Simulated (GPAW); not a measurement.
# Ca (Pm-3m) in GPAW: equation of state

How stiff is Ca in PBE, and what volume does it want? The cell is scaled to several volumes.

Program: GPAW 26.7.0. These are calculated values, not measurements. Logs are shortened: lines on timing, memory, paths and dates and some standing lists are left out, and cuts for length are marked. The log counts tension as positive stress, the text compression.

## (1) The structure

The structure is cubic, space group Pm-3m (No. 221). The conventional cell has a = 3.489 Å, b = 3.489 Å, c = 3.489 Å, α = 90.00°, β = 90.00°, γ = 90.00°. Around Ca (site symmetry m-3m) lie 6 Ca at 3.49 Å.

This isn't the form of Ca at room conditions, which is fcc.

## (2) Equation of state, PBE

The input, run.py:

```python
from ase import Atoms
from ase.eos import EquationOfState
from ase.io import Trajectory
from ase.units import GPa
from gpaw import GPAW, PW

atoms = Atoms(['Ca'],
              cell=[[3.48865634, 0.0, 0.0],
                    [0.0, 3.48865634, 0.0],
                    [0.0, 0.0, 3.48865634]],
              scaled_positions=[[0.0, 0.0, 0.0]],
              pbc=True)

traj = Trajectory('eos.traj', 'w')
volumes, energies = [], []
for x in [0.94, 0.96, 0.98, 1.0, 1.02, 1.04, 1.06]:
    a = atoms.copy()
    a.set_cell(atoms.cell * x**(1 / 3), scale_atoms=True)
    calc = GPAW(mode=PW(600),
                xc='PBE',
                kpts={'size': (8, 8, 8), 'gamma': True},
                occupations={'name': 'fermi-dirac', 'width': 0.05},
                nbands=12,
                convergence={'density': 1e-05, 'energy': 1e-05},
                maxiter=150,
                txt=f'eos-{x:.2f}.txt')
    a.calc = calc
    energies.append(a.get_potential_energy(force_consistent=True))
    volumes.append(a.get_volume())
    p = -a.get_stress()[:3].mean() / GPa
    calc.write(f'eos-{x:.2f}.gpw')
    traj.write(a)
    print(f'{x:.2f} {volumes[-1]:10.4f} A^3 {energies[-1]:14.6f} eV {p:9.3f} GPa', flush=True)

v0, e0, B = EquationOfState(volumes, energies, eos='birchmurnaghan').fit()
print(f'V0 = {v0:.4f} A^3, E0 = {e0:.6f} eV, B0 = {B / GPa:.2f} GPa')
```

Potentials or basis: GPAW PAW data sets (gpaw-data 1.2.1), pw.

The run is started by

```sh
> OMP_NUM_THREADS=1 python run.py
```

What it wrote:

```text
__  _  _
 | _ |_)|_||  |
 |__||  | ||/\| - 26.7.0

Input parameters:
  mode=PW(ecut=600.0),
  convergence={'density': 1e-05, 'energy': 1e-05},
  kpts=MonkhorstPack(size=(8, 8, 8), gamma=True),
  maxiter=150,
  nbands=12,
  occupations=Occupations(name='fermi-dirac', width=0.05),
  xc=XC(name='PBE')

Diagonalizing LCAO Hamiltonian
Converting LCAO to pw mode
   .-------.
  /|       |
 * |       |
 | |       |
 | .-------.
 |/       /
 Ca------*

Atoms  # Å, Bohr magnetons
|   | symbol |        x |        y |        z |    initial magnetic moments |
|---|--------|----------|----------|----------|-----------------------------|
| 0 |     Ca | 0.000000 | 0.000000 | 0.000000 | ( 0.0000,  0.0000,  0.0000) |

Unit cell  # Å
| periodic |        x |        y |        z |  lengths |    angles |
|----------|----------|----------|----------|----------|-----------|
|      yes | 3.441507 | 0.000000 | 0.000000 | 3.441507 | 90.000000 |
|      yes | 0.000000 | 3.441507 | 0.000000 | 3.441507 | 90.000000 |
|      yes | 0.000000 | 0.000000 | 3.441507 | 3.441507 | 90.000000 |

Number of symmetries: 48
Symmetry operations  # r_c * U_cc + t_c -> r_c
|    | kind |            matrix            |
|----|------|------------------------------|
|  0 |  E   |  1, 0, 0,  0, 1, 0,  0, 0, 1 |
|  1 |  σ   |  1, 0, 0,  0, 1, 0,  0, 0,-1 |
|  2 |  σ   |  1, 0, 0,  0, 0, 1,  0, 1, 0 |
|  3 |  C4  |  1, 0, 0,  0, 0, 1,  0,-1, 0 |
|  4 |  C4  |  1, 0, 0,  0, 0,-1,  0, 1, 0 |
|  5 |  σ   |  1, 0, 0,  0, 0,-1,  0,-1, 0 |
|  6 |  σ   |  1, 0, 0,  0,-1, 0,  0, 0, 1 |
|  7 |  C2  |  1, 0, 0,  0,-1, 0,  0, 0,-1 |
|  8 |  σ   |  0, 1, 0,  1, 0, 0,  0, 0, 1 |
|  9 |  C2  |  0, 1, 0,  1, 0, 0,  0, 0,-1 |
| 10 |  C3  |  0, 1, 0,  0, 0, 1,  1, 0, 0 |
| 11 |  S6  |  0, 1, 0,  0, 0, 1, -1, 0, 0 |
| 12 |  S6  |  0, 1, 0,  0, 0,-1,  1, 0, 0 |
| 13 |  C3  |  0, 1, 0,  0, 0,-1, -1, 0, 0 |
| 14 |  C4  |  0, 1, 0, -1, 0, 0,  0, 0, 1 |
| 15 |  S4  |  0, 1, 0, -1, 0, 0,  0, 0,-1 |
| 16 |  C3  |  0, 0, 1,  1, 0, 0,  0, 1, 0 |
| 17 |  S6  |  0, 0, 1,  1, 0, 0,  0,-1, 0 |
| 18 |  σ   |  0, 0, 1,  0, 1, 0,  1, 0, 0 |
| 19 |  C4  |  0, 0, 1,  0, 1, 0, -1, 0, 0 |
| 20 |  C2  |  0, 0, 1,  0,-1, 0,  1, 0, 0 |
| 21 |  S4  |  0, 0, 1,  0,-1, 0, -1, 0, 0 |
| 22 |  S6  |  0, 0, 1, -1, 0, 0,  0, 1, 0 |
| 23 |  C3  |  0, 0, 1, -1, 0, 0,  0,-1, 0 |
| 24 |  S6  |  0, 0,-1,  1, 0, 0,  0, 1, 0 |
| 25 |  C3  |  0, 0,-1,  1, 0, 0,  0,-1, 0 |
| 26 |  C4  |  0, 0,-1,  0, 1, 0,  1, 0, 0 |
| 27 |  σ   |  0, 0,-1,  0, 1, 0, -1, 0, 0 |
| 28 |  S4  |  0, 0,-1,  0,-1, 0,  1, 0, 0 |
| 29 |  C2  |  0, 0,-1,  0,-1, 0, -1, 0, 0 |
| 30 |  C3  |  0, 0,-1, -1, 0, 0,  0, 1, 0 |
| 31 |  S6  |  0, 0,-1, -1, 0, 0,  0,-1, 0 |
| 32 |  C4  |  0,-1, 0,  1, 0, 0,  0, 0, 1 |
| 33 |  S4  |  0,-1, 0,  1, 0, 0,  0, 0,-1 |
| 34 |  S6  |  0,-1, 0,  0, 0, 1,  1, 0, 0 |
| 35 |  C3  |  0,-1, 0,  0, 0, 1, -1, 0, 0 |
| 36 |  C3  |  0,-1, 0,  0, 0,-1,  1, 0, 0 |
| 37 |  S6  |  0,-1, 0,  0, 0,-1, -1, 0, 0 |
| 38 |  σ   |  0,-1, 0, -1, 0, 0,  0, 0, 1 |
| 39 |  C2  |  0,-1, 0, -1, 0, 0,  0, 0,-1 |
| 40 |  σ   | -1, 0, 0,  0, 1, 0,  0, 0, 1 |
| 41 |  C2  | -1, 0, 0,  0, 1, 0,  0, 0,-1 |
| 42 |  C2  | -1, 0, 0,  0, 0, 1,  0, 1, 0 |
| 43 |  S4  | -1, 0, 0,  0, 0, 1,  0,-1, 0 |
| 44 |  S4  | -1, 0, 0,  0, 0,-1,  0, 1, 0 |
| 45 |  C2  | -1, 0, 0,  0, 0,-1,  0,-1, 0 |
| 46 |  C2  | -1, 0, 0,  0,-1, 0,  0, 0, 1 |
| 47 |  i   | -1, 0, 0,  0,-1, 0,  0, 0,-1 |

BZ-sampling:
  Number of BZ points: 512
  Number of IBZ points: 35

  Monkhorst-Pack size: [8, 8, 8]
  Monkhorst-Pack shift: [0.0625, 0.0625, 0.0625]

K-points  # in reciprocal-cell coordinates
|     |                                coordinates |     weight |
|-----|--------------------------------------------|------------|
|   0 | (  0.00000000,   0.00000000,   0.00000000) | 0.00195312 |
|   1 | (  0.12500000,   0.00000000,   0.00000000) | 0.01171875 |
|   2 | (  0.12500000,   0.12500000,   0.00000000) | 0.02343750 |
|   3 | (  0.12500000,   0.12500000,   0.12500000) | 0.01562500 |
|   4 | (  0.25000000,   0.00000000,   0.00000000) | 0.01171875 |
|   5 | (  0.25000000,   0.12500000,   0.00000000) | 0.04687500 |
|   6 | (  0.25000000,   0.12500000,   0.12500000) | 0.04687500 |
|   7 | (  0.25000000,   0.25000000,   0.00000000) | 0.02343750 |
|   8 | (  0.25000000,   0.25000000,   0.12500000) | 0.04687500 |
|   9 | (  0.25000000,   0.25000000,   0.25000000) | 0.01562500 |
| ... |                                            |            |
|  34 | (  0.50000000,   0.50000000,   0.50000000) | 0.00195312 |

Plane wave coefficients: 1382
Cutoff: 600.0 eV

Spin-components: 1 (collinear spins)
Bands:           12
Projectors:      5
Spin-degeneracy: 2
Datatype:        complex128

Density:
  Valence electrons: 10.0
  Components: 1
  Grid points: [20 20 20]
  Charge: 0.0  # |e|

Potential:
  Grid points: [20 20 20]

species:
  Ca:
    name:    Calcium
    Z:       20.0
    valence: 10
    core:    10
    charge:  0.0  # [|e|]
    compensation charges:
      type: gauss
      rc: 0.37  # [Å]
      lmax: 2
    cutoffs:
      filter: 2.10  # [Å]
      core: 1.17  # [Å]
    projectors
    | kind |    occ | energy [eV] | rcut [Å] |
    |------|--------|-------------|----------|
    |   3s |  2.000 |     -47.086 |    1.175 |
    |   4s |  2.000 |      -3.766 |    1.175 |
    |   3p |  6.000 |     -28.008 |    1.154 |
    |    p |        |      -0.797 |    1.154 |
    |    d |        |       0.000 |    0.937 |

    Using partial waves for Ca as LCAO basis

Reference energy: -18510.869232  # eV

eigensolver:
  PPCG
  Converge bands: occupied
  niter=2

density mixing:
  MSR1-Mixer
  Pratt-step length: 0.05
  Maximum mixing coefficient: 0.75
  Old densities: 10
  SVD Regularization: 0.005
  Good broyden scale: 1.0
  Trust region scale: 1.0
  Backstep threshold: 4.0
  History deletion threshold: 6.0
  Fourier metric: weight=20.0, sigma=0.015

occupation numbers:
  Fermi-Dirac:
    width: 0.0500  # eV

poisson solver:
  ecut: 4800.0  # eV

xc functional:
[... 9 lines left out ...]
|iter     | |      energy | eigst |  dens |
|---------|-|-------------|-------|-------|
|iter:   1| |   -1.096408 | +0.35 |       |
|iter:   2| |   -1.613345 | -0.38 | -1.58 |
|iter:   3| |   -1.636621 | -1.44 | -1.49 |
|iter:   4| |   -1.629492 | -3.06 | -1.85 |
|iter:   5| |   -1.632808 | -4.43 | -1.71 |
|iter:   6| |   -1.638837 | -3.94 | -1.78 |
|iter:   7| |   -1.640266 | -3.96 | -2.15 |
|iter:   8| |   -1.640271 | -5.58 | -3.11 |
|iter:   9| |   -1.640270c| -7.02 | -3.80 |
|iter:  10| |   -1.640270c| -8.22c| -4.27 |
|iter:  11| |   -1.640270c| -7.87c| -4.71 |
|iter:  12| |   -1.640270c| -9.27c| -6.16c|

Converged in 12 steps
Energy contributions relative to reference atoms: (reference = -18510.869232)

Energy contributions:
  Kinetic:           0.426318
  Coulomb:           2.491366
  Zero:             -0.474962
  External:          0.000000
  Xc:               -4.079001
  Entropy:          -0.007982
  Spinorbit:         0.000000
  ----------------------------
  Free energy:      -1.644261
  Extrapolated:     -1.640270

dipole moment: (-11.370985, -11.370985, -11.370985)  # |e|*Ang

Fermi level: 3.390
Eigenvalues  # (at kpt = [0.000, 0.000, 0.000])
| band index |      eig [eV] | occ [0-2] |
|------------|---------------|-----------|
|          0 |       -38.696 |     2.000 |
|          1 |       -19.595 |     2.000 |
|          2 |       -19.595 |     2.000 |
|          3 |       -19.595 |     2.000 |
|          4 |        -0.511 |     2.000 |
|          5 |         4.253 |     0.000 |
|          6 |         4.253 |     0.000 |
|          7 |         7.630 |     0.000 |
|          8 |         7.630 |     0.000 |
|          9 |         7.630 |     0.000 |
|         10 |        12.380 |     0.000 |
|         11 |        12.380 |     0.000 |

No gap
No difference between direct/indirect transitions

Stress tensor  # eV/Ang^3
|         x |         y |         z |
|-----------|-----------|-----------|
| -0.005788 |  0.000000 |  0.000000 |
|  0.000000 | -0.005788 |  0.000000 |
|  0.000000 |  0.000000 | -0.005788 |

# Writing to eos-0.96.gpw (mode='')
```

Run time: 67 s. Hardware: 1 thread of Arm Neoverse V1, shared host; peak memory 0.22 GiB.

Results:

| Quantity | Value |
| --- | --- |
| Equilibrium volume | 44.52 Å³/atom (rough: see the caveat) |
| Bulk modulus | 10.6 GPa (rough) |

Energy against volume, from the lowest point:
```
volume (Å³/atom)  energy (meV/atom)
          39.912              16.77
          40.761              11.00
          41.610               6.50
          42.459               3.20
          43.309               1.05
          44.158               0.00
          45.007               0.12
```

Caveat: the fit is doubtful: noisy points or a state that changes with volume.
